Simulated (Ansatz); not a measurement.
# All-electron card of NaCl

```
CELL_PARAMETERS angstrom
0.00000 2.83175 2.83175
2.83175 0.00000 2.83175
2.83175 2.83175 0.00000
ATOMIC_POSITIONS crystal
Na 0.00000 0.00000 0.00000
Cl 0.50000 0.50000 0.50000
```

Atoms are numbered in the order listed.

The conventional cell has a = 5.663 Å, b = 5.663 Å, c = 5.663 Å, α = 90.00°, β = 90.00°, γ = 90.00°. Na (atom 1) is surrounded by 6 Cl at 2.83 Å. Around Cl (atom 2) lie 6 Na at 2.83 Å.

The cell is a measured one (Crystallography Open Database entry 4320809); the temperature and pressure of the measurement aren't taken into account, and nothing was relaxed. It was measured hot, at 423 K.

All numbers are computed: DFT, PBE, all-electron LAPW, scalar-relativistic (Ansatz 0.2.0); DFT, PBE, PAW with Ansatz's default frozen-core files, scalar-relativistic (Ansatz 0.2.0).

For LAPW: a Γ-centred 7×7×7 k mesh, Fermi–Dirac smearing of 0.03 eV, basis error target 0.25 meV/atom, no spin polarisation. PAW takes a cutoff of 420 eV at this cell. The Ansatz runs share mesh, smearing and spin set-up. Values come from LAPW unless marked.

```json
{"Pressure at this cell": "0.43 GPa", "Volume per atom": "22.71 Å³"}
```

Question: Band gap: what does the calculation give?

Answer: 5.06 eV, direct at Γ.

Question: Bader charges (from the PAW run): what does the calculation give?

Answer: Na1 +0.87, Cl2 -0.87 e.

Question: Predict this quantity. Löwdin charges (with 0.04 e of the cell spilling out of the atomic basis, so their sizes and signs hang on that basis).

Answer: Na1 0.69, Cl2 -0.66 e.
